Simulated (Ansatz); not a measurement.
Set up this calculation in Ansatz 0.2.0, as the native input.

```yaml
Task: band structure
Functional: PBEsol
Potentials_or_basis: all-electron PAW datasets made for the crystal
Cutoff: 320 eV (chosen from the basis error)
k_mesh: 8 × 8 × 8
Occupations: fermi-dirac, width 0.05 eV
Spin: no spin polarisation
```

The system is AlCu3.

```
Cu Al
1.0
     0.00000    2.88801    2.88801
     2.88801    0.00000    2.88801
     2.88801    2.88801    0.00000
Cu Al
3 1
Cartesian
  4.3320 4.3320 4.3320
  1.4440 1.4440 1.4440
  2.8880 2.8880 2.8880
  0.0000 0.0000 0.0000
```

The cell comes from a database or a generator and needn't be the stable form of this composition.

These files were run (other wordings do the same):

input.yaml

```yaml
crystal:
  lattice:
    - [0.0, 2.888010988, 2.888010988]
    - [2.888010988, 0.0, 2.888010988]
    - [2.888010988, 2.888010988, 0.0]
  atoms:
    - { symbol: Cu, position: [0.75, 0.75, 0.75] }
    - { symbol: Cu, position: [0.25, 0.25, 0.25] }
    - { symbol: Cu, position: [0.5, 0.5, 0.5] }
    - { symbol: Al, position: [0.0, 0.0, 0.0] }
kpoints:
  mp_grid: { grid: [8, 8, 8] }
  band_path:
    path:
      - [0.0, 0.0, 0.0]
      - [0.5, 0.0, 0.5]
      - [0.5, 0.25, 0.75]
      - [0.375, 0.375, 0.75]
      - [0.0, 0.0, 0.0]
      - [0.5, 0.5, 0.5]
      - [0.625, 0.25, 0.625]
      - [0.5, 0.25, 0.75]
    npoints: 12
scf:
  occupations: { method: fermi_dirac, width: 0.05 }
hamiltonian:
  xc: pbesol
  pseudopotentials: { kind: all_electron, datasets: crystal }
output:
  forces: true
  stress: true
  eigenvalues: true
```

Potentials or basis: all-electron PAW datasets made for the crystal.

Command:

```console
$ ansatz run input.yaml --threads 2 --pin off --max-ram 8192MiB --backend cpu --events-out ev --progress --plain --runs-dir out
```

Results of the run:

```json
{
  "Pressure": "-0.8 GPa",
  "Band gap along the path": "none (metal or under the smearing width)"
}
```

Run time: 11 s on 2 threads of Arm Neoverse V2 (shared host), peak memory 0.55 GiB.
